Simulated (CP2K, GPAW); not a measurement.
This is a calculation of SnSe2 for GPAW 26.7.0. 

The input SnSe2.cif:

```cif
data_SnSe2
_cell_length_a 3.81100000
_cell_length_b 3.81100000
_cell_length_c 6.13600000
_cell_angle_alpha 90.00000000
_cell_angle_beta 90.00000000
_cell_angle_gamma 120.00000000
_space_group_name_H-M_alt 'P1'
_space_group_name_Hall 'P 1'
_space_group_IT_number 1
loop_
_space_group_symop_operation_xyz
'x,y,z'
loop_
_atom_site_label
_atom_site_type_symbol
_atom_site_symmetry_multiplicity
_atom_site_Wyckoff_symbol
_atom_site_fract_x
_atom_site_fract_y
_atom_site_fract_z
_atom_site_occupancy
Sn1 Sn 1 a 0.0000000000 0.0000000000 0.0000000000 1
Se1 Se 1 a 0.6666666667 0.3333333333 0.7510000000 1
Se2 Se 1 a 0.3333333333 0.6666666667 0.2490000000 1
```

Potentials or basis: GPAW PAW data sets (gpaw-data 1.2.1), pw.

Run with:

```bash
$ OMP_NUM_THREADS=1 gpaw run SnSe2.cif -p 'mode=PW(600),xc=PBE,kpts={size:(8,8,5),gamma:True},occupations={name:fermi-dirac,width:0.05},nbands=24,convergence={density:1e-05,energy:1e-05},maxiter=150,txt=gpaw.txt' --properties efs -w gs.gpw
```

Question: Set up the same calculation for CP2K 2026.2. Potentials or basis there: POTENTIAL_UZH Sn GTH-PBE-q4, Se GTH-PBE-q6; TZVP-MOLOPT-PBE-GTH basis.

Answer: As run (cutoffs and basis follow the program's own potentials, and thresholds, step limits or extra output files can differ):

snse2_scf.inp

```
&GLOBAL
  PROJECT snse2_scf
  RUN_TYPE ENERGY_FORCE
  PRINT_LEVEL LOW
&END GLOBAL
&FORCE_EVAL
  METHOD QS
  STRESS_TENSOR ANALYTICAL
  &DFT
    BASIS_SET_FILE_NAME BASIS_MOLOPT_UZH
    POTENTIAL_FILE_NAME POTENTIAL_UZH
    &MGRID
      CUTOFF 675
      REL_CUTOFF 60
      NGRIDS 5
    &END MGRID
    &QS
      METHOD GPW
      EPS_DEFAULT 1.0E-9
    &END QS
    &KPOINTS
      SCHEME MONKHORST-PACK 8 8 5
      GAMMA_CENTERED T
      SYMMETRY T
      SYMMETRY_BACKEND SPGLIB
    &END KPOINTS
    &SCF
      SCF_GUESS ATOMIC
      EPS_SCF 1.0E-6
      MAX_SCF 100
      ADDED_MOS 12
      CHOLESKY OFF
      EPS_EIGVAL 1.0E-7
      &DIAGONALIZATION ON
        ALGORITHM STANDARD
      &END DIAGONALIZATION
      &MIXING ON
        METHOD BROYDEN_MIXING
        ALPHA 0.4
        BETA 1.5
        NBUFFER 8
      &END MIXING
      &SMEAR ON
        METHOD FERMI_DIRAC
        ELECTRONIC_TEMPERATURE 580.23
      &END SMEAR
    &END SCF
    &XC
      &XC_FUNCTIONAL PBE
      &END XC_FUNCTIONAL
    &END XC
    &PRINT
      &KPOINTS ON
      &END KPOINTS
      &MULLIKEN ON
      &END MULLIKEN
      &MO ON
        ENERGIES T
        OCCUPATION_NUMBERS T
        &EACH
          QS_SCF 0
        &END EACH
        ADD_LAST NUMERIC
      &END MO
      &E_DENSITY_CUBE ON
        STRIDE 1
      &END E_DENSITY_CUBE
      &V_HARTREE_CUBE ON
        STRIDE 1
      &END V_HARTREE_CUBE
      &ELF_CUBE ON
        STRIDE 1
      &END ELF_CUBE
    &END PRINT
  &END DFT
  &SUBSYS
    &CELL
      A 3.8110000000 0.0000000000 0.0000000000
      B -1.9055000000 3.3004228138 0.0000000000
      C 0.0000000000 0.0000000000 6.1360000000
      PERIODIC XYZ
    &END CELL
    &COORD
      Sn  0.0000000000 0.0000000000 0.0000000000
      Se  1.9055000002 1.1001409378 4.6081360000
      Se  -0.0000000002 2.2002818760 1.5278640000
    &END COORD
    &KIND Sn
      BASIS_SET TZVP-MOLOPT-PBE-GTH-q4
      POTENTIAL GTH-PBE-q4
    &END KIND
    &KIND Se
      BASIS_SET TZVP-MOLOPT-PBE-GTH-q6
      POTENTIAL GTH-PBE-q6
    &END KIND
    &PRINT
      &ATOMIC_COORDINATES ON
      &END ATOMIC_COORDINATES
      &CELL ON
      &END CELL
    &END PRINT
  &END SUBSYS
  &PRINT
    &FORCES ON
    &END FORCES
    &STRESS_TENSOR ON
    &END STRESS_TENSOR
  &END PRINT
&END FORCE_EVAL
```

Potentials or basis: POTENTIAL_UZH Sn GTH-PBE-q4, Se GTH-PBE-q6; TZVP-MOLOPT-PBE-GTH basis.

Command:

```console
$ OMP_NUM_THREADS=1 cp2k.psmp -i snse2_scf.inp -o snse2_scf.out
```

Both were run:

|  | GPAW | CP2K |
| --- | --- | --- |
| Pressure | 5.3 GPa | 6.9 GPa |

The potentials hold 26 and 16 valence electrons a cell.

Pressure is positive in compression.
